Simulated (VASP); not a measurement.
# W (Im-3m) in VASP: notebook

Runs on W. Level: PBE. Tasks: single point.

Everything below comes from runs of VASP 6.6.1. Logs are shortened: lines on timing, memory, paths and dates and some standing lists are left out, and cuts for length are marked.

## 1. The structure

Symmetry: Im-3m, No. 229, cubic system. Conventional cell: a = 3.165 Å, b = 3.165 Å, c = 3.165 Å, α = 90.00°, β = 90.00°, γ = 90.00°. W (site symmetry m-3m) has 8 W at 2.74 Å as nearest neighbours.

## 2. Single point, PBE

INCAR

```
SYSTEM = W
ADDGRID = .False. ; ALGO = Normal
EDIFF = 1E-7 ; ENCUT = 340
GGA = PE ; ISIF = 2
ISMEAR = 1 ; LASPH = .True.
LCHARG = .False. ; LREAL = .False.
LWAVE = .False. ; NELM = 100
PREC = Accurate ; SIGMA = 0.2
```

KPOINTS

```
k-points
0
Gamma
  15 15 15
  0 0 0
```

POSCAR

```
W
1.0
   -1.5823450000      1.5823450000      1.5823450000
    1.5823450000     -1.5823450000      1.5823450000
    1.5823450000      1.5823450000     -1.5823450000
W
1
Direct
    0.0000000000      0.0000000000      0.0000000000
```

Potentials or basis: VASP PAW PBE potentials, release 64 (W).

Started as:

```sh
$ cat potpaw_PBE.64/W/POTCAR > POTCAR
$ mpirun -np 1 vasp_std > vasp.out
```

OUTCAR:

```text
SYSTEM = W
   EDIFF = 1E-7
   ENCUT = 340
   GGA = PE
   ISIF = 2
   ISMEAR = 1
   LASPH = .True.
   LREAL = .False.
   NELM = 100
   PREC = Accurate

 Found    120 irreducible k-points:

 Following reciprocal coordinates:
            Coordinates               Weight
  0.000000  0.000000  0.000000      1.000000
  0.066667  0.000000  0.000000     12.000000
  0.133333  0.000000  0.000000     12.000000
  0.200000  0.000000  0.000000     12.000000
  0.266667  0.000000  0.000000     12.000000
  0.333333  0.000000  0.000000     12.000000
   k-points           NKPTS =    120   k-points in BZ     NKDIM =    120   number of bands    NBANDS=      7
   number of dos      NEDOS =    301   number of ions     NIONS =      1
   total plane-waves  NPLWV =   4096
   dimension x,y,z NGX =    16 NGY =   16 NGZ =   16
   dimension x,y,z NGXF=    32 NGYF=   32 NGZF=   32
   ions per type =               1
   NGX,Y,Z   is equivalent  to a cutoff of   9.71,  9.71,  9.71 a.u.
   NGXF,Y,Z  is equivalent  to a cutoff of  19.41, 19.41, 19.41 a.u.
 SYSTEM =  W
   PREC   = accura    normal or accurate (medium, high low for compatibility)
   ISTART =      0    job   : 0-new  1-cont  2-samecut
   ICHARG =      2    charge: 1-file 2-atom 10-const
   ISPIN  =      1    spin polarized calculation?
   LNONCOLLINEAR =      F non collinear calculations
   LSORBIT =      F    spin-orbit coupling
   LASPH  =      T    aspherical Exc in radial PAW
   ENCUT  =  340.0 eV  24.99 Ry    5.00 a.u.   4.12  4.12  4.12*2*pi/ulx,y,z
   NELM   =    100;   NELMIN=  2; NELMDL= -5     # of ELM steps
   EDIFF  = 0.1E-06   stopping-criterion for ELM
   LREAL  =      F    real-space projection
   EDIFFG = 0.1E-05   stopping-criterion for IOM
   NSW    =      0    number of steps for IOM
   IBRION =     -1    ionic relax: 0-MD 1-quasi-New 2-CG
   NFREE  =      0    steps in history (QN), initial steepest desc. (CG)
   ISIF   =      2    stress and relaxation
   ISYM   =      2    0-nonsym 1-usesym 2-fastsym
   POTIM  = 0.5000    time-step for ionic-motion
   TEBEG  =    0.0;   TEEND  =   0.0 temperature during run
   PSTRESS=    0.0 pullay stress
   NELECT =       6.0000    total number of electrons
   NUPDOWN=      -1.0000    fix difference up-down
   EMIN   =  10.00;   EMAX   =-10.00  energy-range for DOS
   EFERMI =   0.00;   METHOD = LEGACY
   ISMEAR =     1;   SIGMA  =   0.20  broadening in eV -4-tet -1-fermi 0-gaus
   EFERMI_NEDOS =   21; number of points for ismear=-14 and -15
   IALGO  =     38    algorithm
   IMIX   =      4    mixing-type and parameters
     AMIX     =   0.40;   BMIX     =  1.00
     AMIX_MAG =   1.60;   BMIX_MAG =  1.00
  volume/ion in A,a.u.               =      15.85       106.94
  Fermi-wavevector in a.u.,A,eV,Ry     =   1.184325  2.238049 19.083867  1.402625
  Thomas-Fermi vector in A             =   2.320541
   LORBIT       =      0    0 simple, 1 ext, 2 COOP (PROOUT), +10 PAW based schemes
   GGA     = PE    functional components
   LHFCALC =     F    Hartree Fock is set to
   AEXX    =    0.0000 exact exchange contribution
   IVDW    =     0    specifies the selected vdW correction
   LEPSILON=     F    determine dielectric tensor
   LRPA    =     F    only Hartree local field effects (RPA)
 non-spin polarized calculation
 Methfessel and Paxton  Order N= 1 SIGMA  =   0.20
  energy-cutoff  :      340.00
  volume of cell :       15.85
 maximum number of plane-waves:       236
   NGX =  9   NGY =  9   NGZ =  9

 number of electron       5.9999999 magnetization

 Free energy of the ion-electron system (eV)
  ---------------------------------------------------
  ext. energy  EPLUGINS =         0.00000000
  ---------------------------------------------------
  free energy    TOTEN  =       -13.01501796 eV

  energy without entropy =      -13.01703628  energy(sigma->0) =      -13.01569074

 E-fermi :   7.7906     XC(G=0): -13.1452

 val. band max:        7.7592178554   @ k =  -0.3333   0.4000   0.2667
 cond. band min:       7.9059781412   @ k =  -0.2667   0.2667   0.1333
 fundamental gap:      0.1467602858
 Fermi energy:         7.7906094702

 k-point     1 :       0.0000    0.0000    0.0000
  band No.  band energies     occupation
      1      -1.7957      2.00000
      2       6.5672      2.00000
      3       6.5672      2.00000
      4       6.5672      2.00000
      5      10.0447     -0.00000
      6      10.0447     -0.00000
      7      23.0514      0.00000

 k-point     2 :       0.0667    0.0000    0.0000
  band No.  band energies     occupation
      1      -1.5863      2.00000
      2       6.4385      2.00000
      3       6.5390      2.00000
      4       6.7767      2.00000
      5       9.8448     -0.00000
      6      10.0484     -0.00000
      7      23.2300      0.00000

 k-point     3 :       0.1333    0.0000    0.0000
  band No.  band energies     occupation
      1      -0.9892      2.00000
      2       6.0939      2.00000
      3       6.4018      2.00000
      4       7.3921      2.01638
      5       9.4767     -0.00000
      6      10.0722     -0.00000
      7      23.6187      0.00000

 k-point     4 :       0.2000    0.0000    0.0000
  band No.  band energies     occupation
      1      -0.1136      2.00000
      2       5.6302      2.00000
      3       6.1236      2.00000
      4       8.3837     -0.00023
      5       9.3285     -0.00000
      6      10.1457     -0.00000
      7      23.6647      0.00000

 k-point     5 :       0.2667    0.0000    0.0000
  band No.  band energies     occupation
      1       0.8041      2.00000
      2       5.1497      2.00000
      3       5.9564      2.00000
      4       9.4898     -0.00000
      5       9.6919     -0.00000
      6      10.2914     -0.00000
      7      22.8182      0.00000

 k-point     6 :       0.3333    0.0000    0.0000
  band No.  band energies     occupation
      1       1.4063      2.00000
      2       4.7303      2.00000
      3       6.3422      2.00000
      4       9.7918     -0.00000
      5      10.5034     -0.00000
      6      11.2070     -0.00000
      7      21.5475      0.00000

 [... further k-points ...]

------------------------ aborting loop because EDIFF is reached ----------------------------------------

  FORCE on cell =-STRESS in cart. coord.  units (eV):
  Direction    XX          YY          ZZ          XY          YZ          ZX
  --------------------------------------------------------------------------------------
  -------------------------------------------------------------------------------------
  Total        0.1637981      0.1637981      0.1637981     -0.0000000     -0.0000000      0.0000000
  in kB       16.5598329     16.5598329     16.5598329     -0.0000000     -0.0000000      0.0000000
  external PRESSURE =      16.5598329 kB  Pullay stress =       0.0000000 kB

 VOLUME and BASIS-vectors are now :
 -----------------------------------------------------------------------------
  energy-cutoff  :      340.00
  volume of cell :       15.85
      direct lattice vectors                 reciprocal lattice vectors
    -1.582345000  1.582345000  1.582345000     0.000000000  0.315986716  0.315986716
     1.582345000 -1.582345000  1.582345000     0.315986716  0.000000000  0.315986716
     1.582345000  1.582345000 -1.582345000     0.315986716  0.315986716  0.000000000

 POSITION                                       TOTAL-FORCE (eV/Angst)
 -----------------------------------------------------------------------------------
      0.00000      0.00000      0.00000        -0.000000      0.000000     -0.000000
 -----------------------------------------------------------------------------------
    total drift:                               -0.000000      0.000000      0.000000

  FREE ENERGIE OF THE ION-ELECTRON SYSTEM (eV)
  ---------------------------------------------------
  free  energy   TOTEN  =       -13.0150179646 eV

  energy  without entropy=      -13.0170362843  energy(sigma->0) =      -13.01569074
```

Run time: 3.7 s. Hardware: 1 thread of AMD EPYC 9R45 (Zen 5), shared host; peak memory 0.08 GiB.

The run converged, but some of its settings lie outside the range that counts as converged, so its numbers aren't taken as properties of the crystal.

Results:

```
Free energy            : -13.0150 eV
Pressure               : 1.7 GPa
Band gap on the k mesh : none (metal or under the smearing width)
```

## 3. Single point, PBE

Edit INCAR of step 2 so:

```diff
@@ -2,3 +2,3 @@
 ADDGRID = .False. ; ALGO = Normal
-EDIFF = 1E-7 ; ENCUT = 340
+EDIFF = 1E-7 ; ENCUT = 460
 GGA = PE ; ISIF = 2
```

KPOINTS

```
k-points
0
Gamma
  13 13 13
  0 0 0
```

POSCAR is that of step 2.

Potentials or basis: VASP PAW PBE potentials, release 64 (W).

Started as:

```sh
$ cat potpaw_PBE.64/W/POTCAR > POTCAR
$ mpirun -np 1 vasp_std > vasp.out
```

Run time: 4.6 s. Hardware: 1 thread of AMD EPYC 9R45 (Zen 5), shared host; peak memory 0.09 GiB.

These settings aren't checked as converged: the numbers below hold their error.

What came out:

```
Free energy            : -13.0342 eV
Pressure               : 1.8 GPa
Band gap on the k mesh : none (metal or under the smearing width)
```

## 4. Single point, PBE

Edit INCAR of step 3 so:

```diff
@@ -2,3 +2,3 @@
 ADDGRID = .False. ; ALGO = Normal
-EDIFF = 1E-7 ; ENCUT = 460
+EDIFF = 1E-7 ; ENCUT = 650
 GGA = PE ; ISIF = 2
```

KPOINTS

```
k-points
0
Gamma
  11 11 11
  0 0 0
```

POSCAR is that of step 3.

Potentials or basis: VASP PAW PBE potentials, release 64 (W).

Started as:

```sh
$ cat potpaw_PBE.64/W/POTCAR > POTCAR
$ mpirun -np 1 vasp_std > vasp.out
```

OUTCAR:

```text
SYSTEM = W
   EDIFF = 1E-7
   ENCUT = 650
   GGA = PE
   ISIF = 2
   ISMEAR = 1
   LASPH = .True.
   LREAL = .False.
   NELM = 100
   PREC = Accurate

 Found     56 irreducible k-points:

 Following reciprocal coordinates:
            Coordinates               Weight
  0.000000  0.000000  0.000000      1.000000
  0.090909  0.000000  0.000000     12.000000
  0.181818  0.000000  0.000000     12.000000
  0.272727  0.000000  0.000000     12.000000
  0.363636  0.000000  0.000000     12.000000
  0.454545  0.000000  0.000000     12.000000
   k-points           NKPTS =     56   k-points in BZ     NKDIM =     56   number of bands    NBANDS=      7
   number of dos      NEDOS =    301   number of ions     NIONS =      1
   total plane-waves  NPLWV =  13824
   dimension x,y,z NGX =    24 NGY =   24 NGZ =   24
   dimension x,y,z NGXF=    48 NGYF=   48 NGZF=   48
   ions per type =               1
   NGX,Y,Z   is equivalent  to a cutoff of  14.56, 14.56, 14.56 a.u.
   NGXF,Y,Z  is equivalent  to a cutoff of  29.12, 29.12, 29.12 a.u.
 SYSTEM =  W
   PREC   = accura    normal or accurate (medium, high low for compatibility)
   ISTART =      0    job   : 0-new  1-cont  2-samecut
   ICHARG =      2    charge: 1-file 2-atom 10-const
   ISPIN  =      1    spin polarized calculation?
   LNONCOLLINEAR =      F non collinear calculations
   LSORBIT =      F    spin-orbit coupling
   LASPH  =      T    aspherical Exc in radial PAW
[... 59 lines left out ...]
  band No.  band energies     occupation
      1      -1.7960      2.00000
      2       6.5759      2.00000
      3       6.5759      2.00000
      4       6.5759      2.00000
      5      10.0529     -0.00000
      6      10.0529     -0.00000
      7      23.0469      0.00000
[... 41 lines left out ...]
 k-point     6 :       0.4545    0.0000    0.0000
  band No.  band energies     occupation
      1       1.5703      2.00000
      2       4.2875      2.00000
      3       8.1924     -0.02567
      4      10.0090     -0.00000
      5      10.8786     -0.00000
      6      13.6426      0.00000
      7      19.1763      0.00000

 [... further k-points ...]

------------------------ aborting loop because EDIFF is reached ----------------------------------------

  FORCE on cell =-STRESS in cart. coord.  units (eV):
  Direction    XX          YY          ZZ          XY          YZ          ZX
  --------------------------------------------------------------------------------------
  -------------------------------------------------------------------------------------
  Total        0.2403075      0.2403075      0.2403075      0.0000000      0.0000000     -0.0000000
  in kB       24.2948600     24.2948600     24.2948600      0.0000000      0.0000000     -0.0000000
  external PRESSURE =      24.2948600 kB  Pullay stress =       0.0000000 kB

 VOLUME and BASIS-vectors are now :
 -----------------------------------------------------------------------------
  energy-cutoff  :      650.00
  volume of cell :       15.85
      direct lattice vectors                 reciprocal lattice vectors
    -1.582345000  1.582345000  1.582345000     0.000000000  0.315986716  0.315986716
     1.582345000 -1.582345000  1.582345000     0.315986716  0.000000000  0.315986716
     1.582345000  1.582345000 -1.582345000     0.315986716  0.315986716  0.000000000

 POSITION                                       TOTAL-FORCE (eV/Angst)
 -----------------------------------------------------------------------------------
      0.00000      0.00000      0.00000         0.000000      0.000000      0.000000
 -----------------------------------------------------------------------------------
    total drift:                               -0.000000      0.000000      0.000000

  FREE ENERGIE OF THE ION-ELECTRON SYSTEM (eV)
  ---------------------------------------------------
  free  energy   TOTEN  =       -12.9999924493 eV

  energy  without entropy=      -12.9983477380  energy(sigma->0) =      -12.99944421
```

stdout:

```text
POSCAR found type information on POSCAR W
 POSCAR found :  1 types and       1 ions
 scaLAPACK will be used
 LDA part: xc-table for (Slater+PW92), standard interpolation
 POSCAR, INCAR and KPOINTS ok, starting setup
 FFT: planning ... GRIDC
 FFT: planning ... GRID_SOFT
 FFT: planning ... GRID
 WAVECAR not read
 entering main loop
```

Wall time 5.3 s (1 thread of AMD EPYC 9R45 (Zen 5), shared host); peak memory 0.11 GiB.

These settings aren't checked as converged: the numbers below hold their error.

Results:

- Free energy: -13.0000 eV
- Pressure: 2.4 GPa
- Band gap on the k mesh: none (metal or under the smearing width)

## 5. Single point, PBE

Edit INCAR of step 4 so:

```diff
@@ -2,3 +2,3 @@
 ADDGRID = .False. ; ALGO = Normal
-EDIFF = 1E-7 ; ENCUT = 650
+EDIFF = 1E-7 ; ENCUT = 520
 GGA = PE ; ISIF = 2
```

KPOINTS

```
k-points
0
Gamma
  13 13 13
  0 0 0
```

POSCAR is that of step 4.

Started as:

```sh
$ cat potpaw_PBE.64/W/POTCAR > POTCAR
$ mpirun -np 1 vasp_std > vasp.out
```

It took 4.7 s on 1 thread of AMD EPYC 9R45 (Zen 5), shared host; peak memory 0.1 GiB.

These settings aren't checked as converged: the numbers below hold their error.

Results:

| Item | Value |
| --- | --- |
| Free energy | -13.0346 eV |
| Pressure | 1.8 GPa |
| Band gap on the k mesh | none (metal or under the smearing width) |

[end of part 1 of 2]
